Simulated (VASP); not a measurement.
## CdTe: single point with PBE

**What was measured.**

From a printed reference work, data compilation, for a bulk crystal of CdTe at 0 K: band gap 1.607 eV.

Crystal: CdTe.

```
CELL_PARAMETERS angstrom
0.00000 3.30917 3.30917
3.30917 0.00000 3.30917
3.30917 3.30917 0.00000
ATOMIC_POSITIONS crystal
Cd 0.00000 0.00000 0.00000
Te 0.75000 0.75000 0.75000
```

```
Program                : VASP 6.6.1
Task                   : single point
Functional             : PBE
Potentials or basis    : VASP PAW PBE potentials, release 64 (Cd, Te)
Cutoff                 : 520 eV
k mesh                 : 10 × 10 × 10
Occupations            : gaussian, width 0.02 eV
Spin                   : no spin polarisation
Dipole correction      : no
Further INCAR settings : ALGO = Normal; EDIFF = 1e-06; NBANDS = 16
```

The pressure is 0.1 GPa. The band gap on the k mesh is 0.58 eV, direct.

Levels at points of the mesh, in eV from the valence-band top:
```
           k point  band 6  band 7  band 8  band 9  band 10  band 11  band 12  band 13
(0.00, 0.00, 0.00)   -7.87    0.00    0.00    0.00     0.58     4.64     4.64     4.64
(0.50, 0.00, 0.00)   -7.57   -4.08   -0.69   -0.69     1.76     5.21     5.21     7.01
(0.50, 0.50, 0.00)   -7.45   -4.01   -1.66   -1.66     2.67     2.74     8.51     8.81
```

Wall time 37 s on 1 thread of Intel Xeon 6975P-C, on a shared host, peak memory 0.24 GiB.

Against the measured gap of CdTe, 1.607 eV (0 K; a printed reference work, data compilation), the calculated 0.58 eV is off by -1.02 eV. So large a miss can be the level of theory's own, or it may mean another phase, state or a wrong row. Spin-orbit coupling on Cd, Te is left out. The value is that of PBE, without temperature or zero-point motion. Semilocal functionals fall short of measured gaps as a rule.

Caveat: spin-orbit coupling is left out, which moves the levels of the heavy elements.
